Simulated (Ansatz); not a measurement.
# Cr in Ni(111), 2x2: scattering by a point defect, part 2 of 3

How strong a scatterer is Cr in Ni(111), 2x2, and does relaxation matter?

Ansatz 0.2.0; Ansatz plane-wave DFT, PBE, PAW files, collinear spin; ballistic transport by layer matching (Landauer), zero bias; PAW set soft_1 (the session's first sound run).

So far: Set-up; Transmission at ideal sites.

## Step 2: Transmission at ideal sites (continued)

Electrostatic potential energy in the ca plane at fractional y = 0.038, with atoms of Ni and Cr within 0.2 Å of it. With pseudopotentials it is smooth inside the atoms' cores, unlike the true potential.

Ten even steps from '0' (-7 eV) to '9' (20 eV), each cell a mean:
```
89973015874479998998338417999999999971696179
88841422898899999998249527988999988983131488
78840412887789998898511158743689855898546897
89972126851127998899865688400278622699888996
89998788722405887789987888300278634798534798
99999889712315987889742368633689877884142389
89986347851148998898300027888999999971696179
89961113887789999997100016999999999982483289
78841522898899998997200027876899877886112698
78850104874368998898621268511388733799778996
89985358830116987789977888300178522699877997
99999899713515887789986788400389756896211588
99998778820116998899720158866899988982484289
```
Columns run along c (16.0 Å, from fractional 0.14 to 0.86 of the cell; values clipped at the 3rd and 97th percentile), rows up along a (5.0 Å). Atoms in or near the plane, at fractional coordinates: Cr at (0.50, 0.42), Ni at (0.50, 0.92), Ni at (0.77, 0.46), Ni at (0.77, 0.96).

ELF in the ca plane at fractional y = 0.038, with atoms of Ni and Cr within 0.2 Å of it. It is the smooth field of the valence electrons, not physical close to the nuclei.

Ten even steps from '0' (0.16) to '9' (0.96), each cell a mean:
```
01100000000000110110038500111111111100696001
00001530011001100110049500100001000100241000
00002520010000110110012100000000000000000000
01100000000100100001000010001000000001000100
01100001003410100001100011011000000000000000
00100011003410100001001001000000000000242001
01100000000000110110035410100001111100696001
01001210000000100120168620211111111100574001
00002630011000100120146510100001000000010000
00001210000000110111012101000000000000000100
01100000001200100001000010011000000001000000
00100011004510100001100010000000000000010000
00100000001200110011001000000001000100485001
```
Columns run along c (16.0 Å, from fractional 0.14 to 0.86 of the cell), rows up along a (5.0 Å). Atoms in or near the plane, at fractional coordinates: Cr at (0.50, 0.42), Ni at (0.50, 0.92), Ni at (0.77, 0.46), Ni at (0.77, 0.96).

Nearest the Fermi level spin up passes 1.27 of 2.60 channels of the lower lead and spin down 4.26 of 6.93.

## Step 3: Resistance at ideal sites

This step: Ansatz plane-wave DFT, PBE, PAW files, collinear spin; ballistic transport by layer matching (Landauer), zero bias; area resistance of the defect plane and resistivity an atomic per cent; PAW set soft_1 (Ansatz 0.2.0).

Numbers from this step:

* area resistance: 0.4009 fΩ m²
* T over the leads' mean channel count: 0.5895
* spin asymmetry γ: -0.6412 (R down - R up) / (R down + R up)
* resistivity per at.% scaled from this dense plane, with the factor 3/4 for isotropic scattering: 5.912 µΩ cm

Averaged over the energies near the Fermi level, 58.9 % of the channels pass, which makes 0.401 fΩ m².

By hand, with means over the energies near the Fermi level: RA per spin = A (h/e²)(1/T − ½[1/N₁ + 1/N₂]); spin up: 21.51×10⁻²⁰ m² × 25 813 Ω × (1/1.265 − ½[1/2.576 + 1/2.576]) = 2.23 fΩ m²; spin down: 21.51×10⁻²⁰ m² × 25 813 Ω × (1/4.238 − ½[1/6.759 + 1/6.759]) = 0.489 fΩ m². The spins conduct in parallel, so 1/RA = 1/2.23 + 1/0.489 and RA = 0.401 fΩ m²; γ = (0.489 − 2.23)/(0.489 + 2.23) = -0.64.

## Step 4: Relaxing the neighbours

The neighbours of the defect are let go while the lead's layers stay on their sites, since a lead must repeat to 0.01 Å.

This step: Ansatz plane-wave DFT, PBE, PAW files, collinear spin; relaxation with the lead's layers held; PAW set soft_1 (Ansatz 0.2.0).

input.yaml

```yaml
crystal:
  lattice:
    - [4.9836885938, 0.0, 0.0]
    - [-2.4918442969, 4.3160009268, 0.0]
    - [-1.2459221485, 0.7193334878, 22.3804058349]
  atoms:
    - { symbol: Ni, position: [0.0075757576, 0.9924242424, 0.0454545455], spin: 1.0 }
    - { symbol: Ni, position: [0.0075757576, 0.4924242424, 0.0454545455], spin: 1.0 }
    - { symbol: Ni, position: [0.5075757576, 0.9924242424, 0.0454545455], spin: 1.0 }
    - { symbol: Ni, position: [0.5075757576, 0.4924242424, 0.0454545455], spin: 1.0 }
    - { symbol: Ni, position: [0.1893939394, 0.3106060606, 0.1363636364], spin: 1.0 }
    - { symbol: Ni, position: [0.1893939394, 0.8106060606, 0.1363636364], spin: 1.0 }
    - { symbol: Ni, position: [0.6893939394, 0.3106060606, 0.1363636364], spin: 1.0 }
    - { symbol: Ni, position: [0.6893939394, 0.8106060606, 0.1363636364], spin: 1.0 }
    - { symbol: Ni, position: [0.3712121212, 0.1287878788, 0.2272727273], spin: 1.0 }
    - { symbol: Ni, position: [0.3712121212, 0.6287878788, 0.2272727273], spin: 1.0 }
    - { symbol: Ni, position: [0.8712121212, 0.1287878788, 0.2272727273], spin: 1.0 }
    - { symbol: Ni, position: [0.8712121212, 0.6287878788, 0.2272727273], spin: 1.0 }
    - { symbol: Ni, position: [0.053030303, 0.946969697, 0.3181818182], spin: 1.0 }
    - { symbol: Ni, position: [0.053030303, 0.446969697, 0.3181818182], spin: 1.0 }
    - { symbol: Ni, position: [0.553030303, 0.946969697, 0.3181818182], spin: 1.0 }
    - { symbol: Ni, position: [0.553030303, 0.446969697, 0.3181818182], spin: 1.0 }
    - { symbol: Ni, position: [0.2348484848, 0.2651515152, 0.4090909091], spin: 1.0 }
    - { symbol: Ni, position: [0.2348484848, 0.7651515152, 0.4090909091], spin: 1.0 }
    - { symbol: Ni, position: [0.7348484848, 0.2651515152, 0.4090909091], spin: 1.0 }
    - { symbol: Ni, position: [0.7348484848, 0.7651515152, 0.4090909091], spin: 1.0 }
    - { symbol: Cr, position: [0.4166666667, 0.0833333333, 0.5], spin: 2.5 }
    - { symbol: Ni, position: [0.4166666667, 0.5833333333, 0.5], spin: 1.0 }
    - { symbol: Ni, position: [0.9166666667, 0.0833333333, 0.5], spin: 1.0 }
    - { symbol: Ni, position: [0.9166666667, 0.5833333333, 0.5], spin: 1.0 }
    - { symbol: Ni, position: [0.0984848485, 0.9015151515, 0.5909090909], spin: 1.0 }
    - { symbol: Ni, position: [0.0984848485, 0.4015151515, 0.5909090909], spin: 1.0 }
    - { symbol: Ni, position: [0.5984848485, 0.9015151515, 0.5909090909], spin: 1.0 }
    - { symbol: Ni, position: [0.5984848485, 0.4015151515, 0.5909090909], spin: 1.0 }
    - { symbol: Ni, position: [0.2803030303, 0.2196969697, 0.6818181818], spin: 1.0 }
    - { symbol: Ni, position: [0.2803030303, 0.7196969697, 0.6818181818], spin: 1.0 }
    - { symbol: Ni, position: [0.7803030303, 0.2196969697, 0.6818181818], spin: 1.0 }
    - { symbol: Ni, position: [0.7803030303, 0.7196969697, 0.6818181818], spin: 1.0 }
    - { symbol: Ni, position: [0.4621212121, 0.0378787879, 0.7727272727], spin: 1.0 }
    - { symbol: Ni, position: [0.4621212121, 0.5378787879, 0.7727272727], spin: 1.0 }
    - { symbol: Ni, position: [0.9621212121, 0.0378787879, 0.7727272727], spin: 1.0 }
    - { symbol: Ni, position: [0.9621212121, 0.5378787879, 0.7727272727], spin: 1.0 }
    - { symbol: Ni, position: [0.1439393939, 0.8560606061, 0.8636363636], spin: 1.0 }
    - { symbol: Ni, position: [0.1439393939, 0.3560606061, 0.8636363636], spin: 1.0 }
    - { symbol: Ni, position: [0.6439393939, 0.8560606061, 0.8636363636], spin: 1.0 }
    - { symbol: Ni, position: [0.6439393939, 0.3560606061, 0.8636363636], spin: 1.0 }
    - { symbol: Ni, position: [0.3257575758, 0.1742424242, 0.9545454545], spin: 1.0 }
    - { symbol: Ni, position: [0.3257575758, 0.6742424242, 0.9545454545], spin: 1.0 }
    - { symbol: Ni, position: [0.8257575758, 0.1742424242, 0.9545454545], spin: 1.0 }
    - { symbol: Ni, position: [0.8257575758, 0.6742424242, 0.9545454545], spin: 1.0 }
magnetization:
  spin_polarized: true
kpoints:
  mp_grid: { grid: [5, 5, 1] }
hamiltonian:
  xc: pbe
  pseudopotentials: { kind: paw, azcp: { folder: soft_1 } }
scf:
  occupations: { method: fermi_dirac, width: 0.1 }
relax:
  f_tol: 0.03
  max_steps: 40
  constraints:
    - { sites: [0, 1, 2, 3, 4, 5, 6, 7, 8, 9, 10, 11, 32, 33, 34, 35, 36, 37, 38, 39, 40, 41, 42, 43] }
```

On the command line:

```sh
ansatz run input.yaml --threads 4 --pin off --max-ram 15360MiB --backend cpu --events-out ev --progress --plain --runs-dir out
```

Numbers of over 12 decimals in the logs are rounded to 6 here.

What it wrote:

```text
[...]
Crystal: 44 atoms, lattice volume = 481.394 Å³
Basis set: ecut = 420 eV, 9399 PW (Γ), exchange–correlation on 72×72×300 points (8 copies of the dense FFT grid, shifted against one another)
Bands: 501, of which v1, the nominal top of the filled ones, is band 394 counted from 1 (393 counted from 0)
Symmetry: 4 space group operations
[...]
k-points: 9 of 25
[...]
Starting moments: Σ|m| = 45.5 μB on 44 of 44 sites
[...]
SCF iter   1: F=—  HF=-254458.043178 eV  |F-HF|=—  |Δ(HF+E_count)|=         —  Δρ=5.44e-2 (↑4.58e-2 ↓5.44e-2)  dr2=2.93e1  dr2_m=9.54e-1  M=38.762 μB ∫|m|=41.373 μB  β_m=0.30  ethr=3.10e-3  ⟨swp⟩=5.0  Hψ=29690  notcnv=0  defer=382
[...]
SCF iter  29: F=-254486.928024 eV  HF=-254486.928027 eV  |F-HF|=3.20e-6  |Δ(HF+E_count)|=   1.67e-7  Δρ=6.81e-6 (↑3.86e-6 ↓6.81e-6)  dr2=3.23e-6  dr2_m=3.71e-8  M=28.618 μB ∫|m|=32.093 μB  ethr=4.50e-10  ⟨swp⟩=1.2  Hψ=18526  notcnv=0
SCF 1 converged in 29 iterations: F = -254486.928024 eV  dr2 = 3.23e-6
[...]
relax step   1: F+E_penalty+E_count = -254486.92802415 eV  Δ(F+E_penalty+E_count) = +0.000e0 eV  max|allowed force component| = 2.423e-1 eV/Å  Δτ_max = 0.0000 Å  (29 SCF iters, dr2 threshold 2.25e-5 eV, accepted)
[...]
Starting moments: Σ|m| = 45.5 μB on 44 of 44 sites; this step starts from the density that it was given
[...]
iter 1 solved again at ethr=6.78e-8 eV; its pass at ethr=3.10e-3 eV (dr2=5.34e-4 eV) is discarded
[...]
SCF iter  10: F=-254486.931397 eV  HF=-254486.931397 eV  |F-HF|=3.76e-7  |Δ(HF+E_count)|=   5.07e-8  Δρ=5.02e-6 (↑1.11e-6 ↓5.02e-6)  dr2=3.89e-7  dr2_m=1.76e-8  M=28.621 μB ∫|m|=32.096 μB  ethr=7.32e-12  ⟨swp⟩=1.2  Hψ=18628  notcnv=0
SCF 2 converged in 10 iterations: F = -254486.931397 eV  dr2 = 3.89e-7
relax step   2: F+E_penalty+E_count = -254486.93139676 eV  Δ(F+E_penalty+E_count) = -3.373e-3 eV  max|allowed force component| = 1.636e-1 eV/Å  Δτ_max = 0.0085 Å  (10 SCF iters, dr2 threshold 3.67e-6 eV, accepted)
SCF iter   1: F=—  HF=-254486.934361 eV  |F-HF|=—  |Δ(HF+E_count)|=         —  Δρ=5.18e-4 (↑3.22e-4 ↓5.18e-4)  dr2=1.85e-3  dr2_m=4.62e-4  M=28.625 μB ∫|m|=32.102 μB  β_m=0.65  ethr=2.80e-6  ⟨swp⟩=4.2  Hψ=18965  notcnv=0  defer=1196
[...]
SCF iter  10: F=-254486.934277 eV  HF=-254486.934278 eV  |F-HF|=7.08e-7  |Δ(HF+E_count)|=   5.03e-9  Δρ=7.22e-6 (↑1.64e-6 ↓7.22e-6)  dr2=7.29e-7  dr2_m=3.57e-8  M=28.627 μB ∫|m|=32.105 μB  ethr=2.04e-11  ⟨swp⟩=1.2  Hψ=21186  notcnv=0
SCF 3 converged in 10 iterations: F = -254486.934277 eV  dr2 = 7.29e-7
relax step   3: F+E_penalty+E_count = -254486.93427732 eV  Δ(F+E_penalty+E_count) = -2.881e-3 eV  max|allowed force component| = 2.505e-3 eV/Å  Δτ_max = 0.0176 Å  (10 SCF iters, dr2 threshold 1.67e-6 eV, accepted)
[...]
SCF iter   4: F=-254486.934278 eV  HF=-254486.934278 eV  |F-HF|=4.69e-8  |Δ(HF+E_count)|=   1.25e-9  Δρ=1.90e-6 (↑3.76e-7 ↓1.90e-6)  dr2=4.89e-8  dr2_m=2.72e-9  M=28.627 μB ∫|m|=32.105 μB  ethr=1.00e-12  ⟨swp⟩=1.0  Hψ=18108  notcnv=0
SCF 4 converged in 4 iterations: F = -254486.934278 eV  dr2 = 4.89e-8
relax step   4: F+E_penalty+E_count = -254486.93427797 eV  Δ(F+E_penalty+E_count) = -6.515e-7 eV  max|allowed force component| = 2.530e-3 eV/Å  Δτ_max = 0.0000 Å  (4 SCF iters, accepted)
SCF converged after 4 iterations
Magnetization: 28.6269 μB (408.3135 up, 379.6865 down)
Absolute magnetization: 32.1421 μB (∫|ρ↑−ρ↓|, with the PAW one-centre terms)
[...]
Per-site moments (μB) at R_I (Å): [(0.707768, 1.027886), (0.704048, 1.027886), (0.702829, 1.027886), (0.707768, 1.027886), (0.704001, 1.027886), (0.705807, 1.027886), (0.705807, 1.027886), (0.710128, 1.027886), (0.714562, 1.027886), (0.702860, 1.019112), (0.702860, 1.019112), (0.704893, 1.019098), (0.693092, 1.027400), (0.663180, 1.019098), (0.696022, 1.027285), (0.693092, 1.027400), (0.518146, 1.027214), (0.519319,  [...]
Free energy (F): -254486.934278 eV
[...]
Internal energy: -254484.620107 eV  (E = F + TS)
E sigma→0 (E₀):  -254485.777192 eV
Entropy (-TS):   -2.314171 eV (-52.595 meV/atom)
Fermi energy:    17.888161 eV
[...]
--- Forces (eV/Å), atoms counted from 1 ---
  atom   1  Ni     0.00016647     0.00060307    -0.00064118
  atom   2  Ni    -0.00011963     0.00006907    -0.00172321
  atom   3  Ni    -0.00053253     0.00030745     0.00333255
  atom   4  Ni    -0.00043904    -0.00044571    -0.00064118
  atom   5  Ni     0.00053514    -0.00030896    -0.00833255
  atom   6  Ni     0.00060328     0.00196967    -0.00501125
  atom   7  Ni    -0.00140415    -0.00150729    -0.00501125
  atom   8  Ni    -0.00019116     0.00011036     0.02514277
  atom   9  Ni     0.00003590    -0.00002073     0.00271905
  atom  10  Ni     0.01854633     0.01019256    -0.03793110
  atom  11  Ni     0.00044614    -0.02115787    -0.03793110
  atom  12  Ni    -0.01768737     0.01021181    -0.04086446
  atom  13  Ni    -0.00021526    -0.00015226    -0.00253015
  atom  14  Ni     0.00003514    -0.00002029     0.00098149
  atom  15  Ni     0.00016758    -0.00009675    -0.00251375
  atom  16  Ni     0.00002423     0.00026256    -0.00253015
  atom  17  Ni     0.00097415    -0.00056243     0.00023761
  atom  18  Ni     0.00002282     0.00112215     0.00024576
  atom  19  Ni    -0.00096040    -0.00058084     0.00024576
  atom  20  Ni     0.00005594    -0.00003230     0.00091218
  atom  21  Cr     0.00000000    -0.00000000     0.00000000
  atom  22  Ni     0.00000000     0.00000000     0.00000000
  atom  23  Ni     0.00000000    -0.00000000     0.00000000
  atom  24  Ni     0.00000000     0.00000000     0.00000000
  atom  25  Ni     0.00096040     0.00058084    -0.00024576
  atom  26  Ni    -0.00005594     0.00003230    -0.00091218
  atom  27  Ni    -0.00097415     0.00056243    -0.00023761
  atom  28  Ni    -0.00002282    -0.00112215    -0.00024576
  atom  29  Ni    -0.00016758     0.00009675     0.00251375
  atom  30  Ni    -0.00002423    -0.00026256     0.00253015
  atom  31  Ni     0.00021526     0.00015226     0.00253015
  atom  32  Ni    -0.00003514     0.00002029    -0.00098149
  atom  33  Ni    -0.00003590     0.00002073    -0.00271905
  atom  34  Ni    -0.01854633    -0.01019256     0.03793110
  atom  35  Ni    -0.00044614     0.02115787     0.03793110
  atom  36  Ni     0.01768737    -0.01021181     0.04086446
  atom  37  Ni     0.00140415     0.00150729     0.00501125
  atom  38  Ni     0.00019116    -0.00011036    -0.02514277
  atom  39  Ni    -0.00053514     0.00030896     0.00833255
  atom  40  Ni    -0.00060328    -0.00196967     0.00501125
  atom  41  Ni     0.00053253    -0.00030745    -0.00333255
  atom  42  Ni     0.00043904     0.00044571     0.00064118
  atom  43  Ni    -0.00016647    -0.00060307     0.00064118
  atom  44  Ni     0.00011963    -0.00006907     0.00172321
  max |Σ_I F_I| component: 1.65e-17 eV/Å
--- Relaxed structure (4 steps of the walk, 4 accepted, 0 SCFs on fresh bases) ---
  F+E_penalty+E_count = -254486.93427797 eV   max|allowed force component| = 2.530e-3 eV/Å
  atoms:
    - { symbol: Ni, position: [0.00757576, 0.992424, 0.0454545455] }
    - { symbol: Ni, position: [0.00757576, 0.492424, 0.0454545455] }
    - { symbol: Ni, position: [0.507576, 0.992424, 0.0454545455] }
    - { symbol: Ni, position: [0.507576, 0.492424, 0.0454545455] }
    - { symbol: Ni, position: [0.189394, 0.310606, 0.1363636364] }
    - { symbol: Ni, position: [0.189394, 0.810606, 0.136364] }
    - { symbol: Ni, position: [0.689394, 0.310606, 0.136364] }
    - { symbol: Ni, position: [0.689394, 0.810606, 0.1363636364] }
    - { symbol: Ni, position: [0.371212, 0.128788, 0.2272727273] }
    - { symbol: Ni, position: [0.371212, 0.628788, 0.227273] }
    - { symbol: Ni, position: [0.871212, 0.128788, 0.227273] }
    - { symbol: Ni, position: [0.871212, 0.628788, 0.227273] }
    - { symbol: Ni, position: [0.053026, 0.946960, 0.318240] }
    - { symbol: Ni, position: [0.052831, 0.447169, 0.317015] }
    - { symbol: Ni, position: [0.553080, 0.946920, 0.318253] }
    - { symbol: Ni, position: [0.553040, 0.446974, 0.318240] }
    - { symbol: Ni, position: [0.234746, 0.265254, 0.409071] }
    - { symbol: Ni, position: [0.234755, 0.764933, 0.409066] }
    - { symbol: Ni, position: [0.735067, 0.265245, 0.409066] }
    - { symbol: Ni, position: [0.734878, 0.765122, 0.409127] }
    - { symbol: Cr, position: [0.416667, 0.083333, 0.5] }
    - { symbol: Ni, position: [0.416667, 0.583333, 0.5] }
    - { symbol: Ni, position: [0.916667, 0.083333, 0.5] }
    - { symbol: Ni, position: [0.916667, 0.583333, 0.5] }
    - { symbol: Ni, position: [0.098266, 0.901422, 0.590934] }
    - { symbol: Ni, position: [0.098456, 0.401544, 0.590873] }
    - { symbol: Ni, position: [0.598587, 0.901413, 0.590929] }
    - { symbol: Ni, position: [0.598578, 0.401734, 0.590934] }
    - { symbol: Ni, position: [0.280254, 0.219746, 0.681747] }
    - { symbol: Ni, position: [0.280293, 0.719693, 0.681760] }
    - { symbol: Ni, position: [0.780307, 0.219707, 0.681760] }
    - { symbol: Ni, position: [0.780502, 0.719498, 0.682985] }
    - { symbol: Ni, position: [0.462121, 0.037879, 0.7727272727] }
    - { symbol: Ni, position: [0.462121, 0.537879, 0.7727272727] }
    - { symbol: Ni, position: [0.962121, 0.037879, 0.7727272727] }
    - { symbol: Ni, position: [0.962121, 0.537879, 0.7727272727] }
    - { symbol: Ni, position: [0.143939, 0.856061, 0.8636363636] }
    - { symbol: Ni, position: [0.143939, 0.356061, 0.8636363636] }
    - { symbol: Ni, position: [0.643939, 0.856061, 0.8636363636] }
    - { symbol: Ni, position: [0.643939, 0.356061, 0.8636363636] }
    - { symbol: Ni, position: [0.325758, 0.174242, 0.9545454545] }
    - { symbol: Ni, position: [0.325758, 0.674242, 0.9545454545] }
    - { symbol: Ni, position: [0.825758, 0.174242, 0.9545454545] }
    - { symbol: Ni, position: [0.825758, 0.674242, 0.9545454545] }
```

It took 16 min on 4 threads of Arm Neoverse V1, shared host; peak memory 7.4 GiB; 63 min of CPU time.

Step by step:

```
step  energy less that of the first step (eV)  largest force component (eV/Å)
   1                                   0.0000                          0.2423
   2                                  -0.0034                          0.1636
   3                                  -0.0063                          0.0025
   4                                  -0.0063                          0.0025
```

The run keeps the 4 symmetry operations that it works with, so distortions that break them were not tested.

The atoms that moved most (Å):

```
atom     dx     dy      dz  length
Ni14  0.000  0.000  -0.026   0.026
Ni32  0.000  0.000   0.026   0.026
```

This step gave:

* free energy: -254486.9343 eV
* energy at zero smearing: -254485.7772 eV
* magnetization: 28.63 μB
* absolute magnetization: 32.14 μB

The largest force component on a free atom ends at 0.0025 eV/Å, under the tolerance of 0.03, after 4 steps.

(Continued in part 3 of 3.)

[Logs are printed without paths, hosts, clocks, repeated set-up lines and the standing remarks that a program may print on its own settings, such as how far it seeks lower states.]

[Hosts, paths, dates, database ids (printed as entryN), source tags and the programs' standing remarks are cut or masked in the printed files.]
